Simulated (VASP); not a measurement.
Input of a VASP 6.6.1 run:

File INCAR:

```
SYSTEM = Hg
  PREC = Accurate
  ENCUT = 520
  EDIFF = 1E-7
  ISMEAR = 0
  SIGMA = 0.15
  LREAL = .False.
  LASPH = .True.
  NELM = 80
  ALGO = Fast
  ISIF = 2
  LWAVE = .False.
  LCHARG = .False.
  GGA = PE
  IVDW = 12
  NBANDS = 19
```

Contents of KPOINTS:

```
regular mesh
0
Gamma
  18 18 10
  0 0 0
```

The input POSCAR:

```
Hg
1.0
    3.4855634336      0.0000000000      0.0000000000
   -1.7427817168      3.0185864800      0.0000000000
    0.0000000000      0.0000000000      5.2806286018
Hg
2
Direct
    0.6666666667      0.3333333333      0.7500000000
    0.3333333333      0.6666666667      0.2500000000
```

Potentials or basis: VASP PAW PBE potentials, release 64 (Hg).

Command:

```sh
$ cat potpaw_PBE.64/Hg/POTCAR > POTCAR
$ mpirun -np 1 vasp_std > vasp.out
```

(1) What does it give for the pressure?

(2) What does it give for the dispersion energy per atom?

## Answers

(1) -0.8 GPa.

(2) -0.377 eV.

Caveat: pairwise dispersion overbinds metals, which lowers pressure and volume.
